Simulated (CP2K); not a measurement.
MnO:

```
Mn O
1.0
     3.14508    0.00000    0.00000
     1.57254    2.72372    0.00000
     1.57254    0.90791    2.56795
Mn O
1 1
Direct
  0.00000 0.00000 0.00000
  0.50000 0.50000 0.50000
```

The cell is a database's computed one.

Program: CP2K 2026.2. Alike in all runs: task band structure; spin collinear, ferromagnetic start; cell as given; k mesh 10 × 10 × 10.

Task: Order these runs on this cell by their pressure, lowest first.
A. level PBEsol; potentials or basis GTH_POTENTIALS Mn GTH-PBE-q15; POTENTIAL_UZH O GTH-PBE-q6; TZVP-MOLOPT-SR-GTH, TZVP-MOLOPT-PBE-GTH basis; smearing fermi-dirac 0.1 eV; NGRIDS 5; points a segment of the path (NPOINTS) 8; CUTOFF of the grids 600 Ry
B. level r2SCAN; potentials or basis POTENTIAL_UZH Mn GTH-SCAN-q15, O GTH-SCAN-q6; TZVP-MOLOPT-SR-GTH, TZVP-MOLOPT-SCAN-GTH basis; smearing fermi-dirac 0.1 eV; NGRIDS 4; points a segment of the path (NPOINTS) 8; CUTOFF of the grids 850 Ry
C. level LDA; potentials or basis GTH_POTENTIALS Mn GTH-PADE-q15, O GTH-PADE-q6; TZVP-MOLOPT-SR-GTH, TZVP-MOLOPT-PBE-GTH basis; smearing fermi-dirac 0.01 eV; NGRIDS 4; points a segment of the path (NPOINTS) 10; CUTOFF of the grids 600 Ry

Result: C (-14.6 GPa), A (-5.2 GPa), B (0.6 GPa).

Caveats: the basis of atomic orbitals isn't converged, which shifts pressures, moduli and gaps; the total moment is fixed, so each spin has its own Fermi level; a cell with one magnetic atom can't hold antiferromagnetic order, which such compounds often take; the potentials were made for another functional, which shifts forces and pressure (some runs).
